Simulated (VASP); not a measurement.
# AlP (F-43m) in VASP: further runs

AlP is run at these levels: PBEsol; tasks: single point.

Program: VASP 6.6.1. These are calculated values, not measurements. Logs are shortened: lines on timing, memory, paths and dates and some standing lists are left out, and cuts for length are marked.

**What was measured.**

From a printed reference work, data compilation, for a bulk crystal of AlP at 4.2 K: band gap 2.505 eV (indirect).

How close the calculation comes is told below.

**1. The cell of the first run**

It takes space group F-43m (No. 216, cubic). Conventional cell: a = 5.377 Å, b = 5.377 Å, c = 5.377 Å, α = 90.00°, β = 90.00°, γ = 90.00°. Within 3.1 Å of Al (site symmetry -43m) lie 4 P at 2.33 Å. P (site symmetry -43m) has 4 Al at 2.33 Å within 3.1 Å.

**2. Single point, PBEsol**

Input file INCAR:

```
SYSTEM = AlP
ALGO = Normal
EDIFF = 1E-6
ENCUT = 500
GGA = PS
GGA_COMPAT = .False.
ISIF = 2
ISMEAR = 0
LASPH = .True.
LCHARG = .True.
LELF = .True.
LREAL = .False.
LVHAR = .True.
LWAVE = .False.
NBANDS = 11
NELM = 120
PREC = Accurate
SIGMA = 0.01
```

Input file KPOINTS:

```
k-points
0
Gamma
  8 8 8
  0 0 0
```

Input file POSCAR:

```
AlP
1.0
    0.0000000000      2.6886275808      2.6886275808
    2.6886275808      0.0000000000      2.6886275808
    2.6886275808      2.6886275808      0.0000000000
Al P
1 1
Direct
    0.0000000000      0.0000000000      0.0000000000
    0.7500000000      0.7500000000      0.7500000000
```

Potentials or basis: VASP PAW PBE potentials, release 64 (Al, P).

Started as:

```sh
cat potpaw_PBE.64/Al/POTCAR potpaw_PBE.64/P/POTCAR > POTCAR
mpirun -np 1 vasp_std > vasp.out
```

OUTCAR:

```text
SYSTEM = AlP
   EDIFF = 1E-6
   ENCUT = 500
   GGA = PS
   ISIF = 2
   ISMEAR = 0
   LASPH = .True.
   LREAL = .False.
   NELM = 120
   PREC = Accurate

 ion  position               nearest neighbor table
   1  0.000  0.000  0.000-   2 2.33   2 2.33   2 2.33   2 2.33
   2  0.750  0.750  0.750-   1 2.33   1 2.33   1 2.33   1 2.33

  LATTYP: Found a face centered cubic cell.
 ALAT       =     5.3772551616

  Lattice vectors:

 A1 = (   0.0000000000,   2.6886275808,   2.6886275808)
 A2 = (   2.6886275808,   0.0000000000,   2.6886275808)
 A3 = (   2.6886275808,   2.6886275808,   0.0000000000)

Analysis of symmetry for initial positions (statically):
=====================================================================
 Subroutine PRICEL returns:
 Original cell was already a primitive cell.

 Routine SETGRP: Setting up the symmetry group for a
 face centered cubic supercell.

 Subroutine GETGRP returns: Found 24 space group operations
 (whereof 24 operations were pure point group operations)
 out of a pool of 48 trial point group operations.

The static configuration has the point symmetry T_d .

Analysis of symmetry for dynamics (positions and initial velocities):
=====================================================================
 Subroutine PRICEL returns:
 Original cell was already a primitive cell.

 Routine SETGRP: Setting up the symmetry group for a
 face centered cubic supercell.

 Subroutine GETGRP returns: Found 24 space group operations
 (whereof 24 operations were pure point group operations)
 out of a pool of 48 trial point group operations.

The dynamic configuration has the point symmetry T_d .

 Subroutine INISYM returns: Found 24 space group operations
 (whereof 24 operations are pure point group operations),
 and found     1 'primitive' translations

----------------------------------------------------------------------------------------

                                     Primitive cell

  volume of cell :      38.8707

  direct lattice vectors                    reciprocal lattice vectors
     0.000000000  2.688627581  2.688627581    -0.185968486  0.185968486  0.185968486
     2.688627581  0.000000000  2.688627581     0.185968486 -0.185968486  0.185968486
     2.688627581  2.688627581  0.000000000     0.185968486  0.185968486 -0.185968486

  length of vectors
     3.802293589  3.802293589  3.802293589     0.322106866  0.322106866  0.322106866

  position of ions in fractional coordinates (direct lattice)
     0.000000000  0.000000000  0.000000000
     0.750000000  0.750000000  0.750000000

  ion indices of the primitive-cell ions
[... 79 lines left out ...]
   IBRION =     -1    ionic relax: 0-MD 1-quasi-New 2-CG
   NFREE  =      0    steps in history (QN), initial steepest desc. (CG)
   ISIF   =      2    stress and relaxation
   ISYM   =      2    0-nonsym 1-usesym 2-fastsym
   POTIM  = 0.5000    time-step for ionic-motion
   TEBEG  =    0.0;   TEEND  =   0.0 temperature during run
   PSTRESS=    0.0 pullay stress
   NELECT =       8.0000    total number of electrons
   NUPDOWN=      -1.0000    fix difference up-down
   EMIN   =  10.00;   EMAX   =-10.00  energy-range for DOS
   EFERMI =   0.00;   METHOD = LEGACY
   ISMEAR =     0;   SIGMA  =   0.01  broadening in eV -4-tet -1-fermi 0-gaus
   EFERMI_NEDOS =   21; number of points for ismear=-14 and -15
   IALGO  =     38    algorithm
   IMIX   =      4    mixing-type and parameters
     AMIX     =   0.40;   BMIX     =  1.00
     AMIX_MAG =   1.60;   BMIX_MAG =  1.00
  volume/ion in A,a.u.               =      19.44       131.16
  Fermi-wavevector in a.u.,A,eV,Ry     =   0.966565  1.826542 12.711201  0.934247
  Thomas-Fermi vector in A             =   2.096377
   LORBIT       =      0    0 simple, 1 ext, 2 COOP (PROOUT), +10 PAW based schemes
   GGA     = PS    functional components
   LHFCALC =     F    Hartree Fock is set to
   AEXX    =    0.0000 exact exchange contribution
   IVDW    =     0    specifies the selected vdW correction
   LEPSILON=     F    determine dielectric tensor
   LRPA    =     F    only Hartree local field effects (RPA)
 non-spin polarized calculation
 Gauss-broadening in eV      SIGMA  =   0.01
  energy-cutoff  :      500.00
  volume of cell :       38.87
 maximum number of plane-waves:       998
   NGX = 13   NGY = 13   NGZ = 13

 number of electron       7.9999999 magnetization

 Free energy of the ion-electron system (eV)
  ---------------------------------------------------
  ext. energy  EPLUGINS =         0.00000000
  ---------------------------------------------------
  free energy    TOTEN  =       -10.96377477 eV

  energy without entropy =      -10.96377477  energy(sigma->0) =      -10.96377477

 E-fermi :   5.0530     XC(G=0):  -9.5418

 val. band max:        4.9646261835   @ k =   0.0000   0.0000   0.0000
 cond. band min:       6.3089695953   @ k =   0.5000   0.5000   0.0000
 fundamental gap:      1.3443434118
 Fermi energy:         5.0529925865

 k-point     1 :       0.0000    0.0000    0.0000
  band No.  band energies     occupation
      1      -6.8338      2.00000
      2       4.9646      2.00000
      3       4.9646      2.00000
      4       4.9646      2.00000
      5       8.5571      0.00000
      6       9.5395      0.00000
      7       9.5395      0.00000
      8       9.5395      0.00000
      9      13.8192      0.00000
     10      13.8192      0.00000
     11      15.3907      0.00000
[... 309 lines left out ...]
 k-point    24 :      -0.3750    0.2500    0.1250
  band No.  band energies     occupation
      1      -4.6810      2.00000
      2      -0.4258      2.00000
      3       2.2289      2.00000
      4       3.3856      2.00000
      5       8.8641      0.00000
      6       9.4919      0.00000
      7      11.9490      0.00000
      8      12.7681      0.00000
      9      14.1106      0.00000
     10      16.5293      0.00000
     11      17.9871      0.00000

 [... further k-points ...]
[... 5 lines left out ...]
  --------------------------------------------------------------------------------------
  -------------------------------------------------------------------------------------
  Total        1.2195221      1.2195221      1.2195221      0.0000000      0.0000000      0.0000000
  in kB       50.2664604     50.2664604     50.2664604      0.0000000      0.0000000      0.0000000
  external PRESSURE =      50.2664604 kB  Pullay stress =       0.0000000 kB

 VOLUME and BASIS-vectors are now :
 -----------------------------------------------------------------------------
  energy-cutoff  :      500.00
  volume of cell :       38.87
      direct lattice vectors                 reciprocal lattice vectors
     0.000000000  2.688627581  2.688627581    -0.185968486  0.185968486  0.185968486
     2.688627581  0.000000000  2.688627581     0.185968486 -0.185968486  0.185968486
     2.688627581  2.688627581  0.000000000     0.185968486  0.185968486 -0.185968486

 POSITION                                       TOTAL-FORCE (eV/Angst)
 -----------------------------------------------------------------------------------
      0.00000      0.00000      0.00000         0.000000      0.000000      0.000000
      4.03294      4.03294      4.03294        -0.000000     -0.000000     -0.000000
 -----------------------------------------------------------------------------------
    total drift:                               -0.000000     -0.000000     -0.000000

  FREE ENERGIE OF THE ION-ELECTRON SYSTEM (eV)
  ---------------------------------------------------
  free  energy   TOTEN  =       -10.9637747666 eV

  energy  without entropy=      -10.9637747666  energy(sigma->0) =      -10.96377477
```

OSZICAR:

```text
N       E                     dE             d eps       ncg     rms          rms(c)
DAV:   1     0.104618914486E+02    0.10462E+02   -0.29807E+03   638   0.534E+02
DAV:   2    -0.104643521980E+02   -0.20926E+02   -0.20002E+02   839   0.874E+01
DAV:   3    -0.113437804234E+02   -0.87943E+00   -0.87719E+00   795   0.175E+01
DAV:   4    -0.113514808682E+02   -0.77004E-02   -0.76994E-02   761   0.196E+00
DAV:   5    -0.113516022770E+02   -0.12141E-03   -0.12141E-03   810   0.243E-01    0.459E+00
DAV:   6    -0.110264495437E+02    0.32515E+00   -0.56473E-01   730   0.282E+00    0.286E+00
DAV:   7    -0.109662564818E+02    0.60193E-01   -0.22474E-01   766   0.190E+00    0.134E+00
DAV:   8    -0.109638355017E+02    0.24210E-02   -0.14521E-02   731   0.584E-01    0.161E-01
DAV:   9    -0.109637307369E+02    0.10476E-03   -0.82572E-04   753   0.152E-01    0.569E-02
DAV:  10    -0.109637694778E+02   -0.38741E-04   -0.58293E-05   725   0.405E-02    0.148E-02
DAV:  11    -0.109637745805E+02   -0.51027E-05   -0.89252E-06   794   0.164E-02    0.135E-02
DAV:  12    -0.109637747666E+02   -0.18614E-06   -0.11760E-06   479   0.497E-03
   1 F= -.10963775E+02 E0= -.10963775E+02  d E =-.404304E-38
```

It took 5 s on 1 thread of Intel Xeon 6975P-C (Granite Rapids), shared host; peak memory 0.15 GiB.

What came out:

```
Free energy            : -10.9638 eV
Pressure               : 5.0 GPa
Band gap on the k mesh : 1.34 eV, indirect (least direct gap 3.56 eV)
```

Caveat: the PAW data sets were made with another functional, which shifts forces and pressure a little. A k mesh can miss the band edges.

**3. Single point, PBEsol**

This run uses another cell than the first one, of 20.46 Å³/atom, 1.053 times its volume.

Input file INCAR:

```
  ALGO = Normal
  EDIFF = 1E-6
  ENCUT = 500
  GGA = PS
  GGA_COMPAT = F
  ISIF = 2
  ISMEAR = 0
  LASPH = T
  LCHARG = F
  LREAL = F
  LWAVE = F
  NBANDS = 11
  NELM = 120
  PREC = Accurate
  SIGMA = 0.01
```

Input file KPOINTS:

```
k-points
0
Gamma
  8 8 8
```

Input file POSCAR:

```
AlP
1.0
    0.0000000000      2.7351727390      2.7351727390
    2.7351727390      0.0000000000      2.7351727390
    2.7351727390      2.7351727390      0.0000000000
Al P
1 1
Direct
    0.0000000000      0.0000000000      0.0000000000
    0.7500000000      0.7500000000      0.7500000000
```

Potentials or basis: VASP PAW PBE potentials, release 64 (Al, P).

Started as:

```sh
cat potpaw_PBE.64/Al/POTCAR potpaw_PBE.64/P/POTCAR > POTCAR
mpirun -np 1 vasp_std > vasp.out
```

Wall time 4.8 s (1 thread of Intel Xeon 6975P-C (Granite Rapids), shared host); peak memory 0.15 GiB.

It converged, with:

| Item | Value |
| --- | --- |
| Free energy | -10.9952 eV |
| Pressure | 0.0 GPa |
| Band gap on the k mesh | 1.45 eV, indirect (least direct gap 3.16 eV) |

Levels at points of the mesh, in eV from the valence-band top:
| k point | band 2 | band 3 | band 4 | band 5 | band 6 | band 7 |
| --- | --- | --- | --- | --- | --- | --- |
| (0.00, 0.00, 0.00) | 0.00 | 0.00 | 0.00 | 3.16 | 4.50 | 4.50 |
| (0.50, 0.00, 0.00) | -5.56 | -0.76 | -0.76 | 2.71 | 4.75 | 4.75 |
| (0.50, 0.50, 0.00) | -5.32 | -2.11 | -2.11 | 1.45 | 2.37 | 10.94 |

Caveat: the PAW data sets were made with another functional, which shifts forces and pressure a little.

**4. Comparison with measurements**

Step 3. Against the measured gap of AlP, 2.505 eV (indirect; 4.2 K; a printed reference work, data compilation), the calculated 1.45 eV is off by -1.06 eV. The value is that of PBEsol on a finite k mesh, which can miss the band edges, without temperature or zero-point motion. Semilocal functionals fall short of measured gaps as a rule.
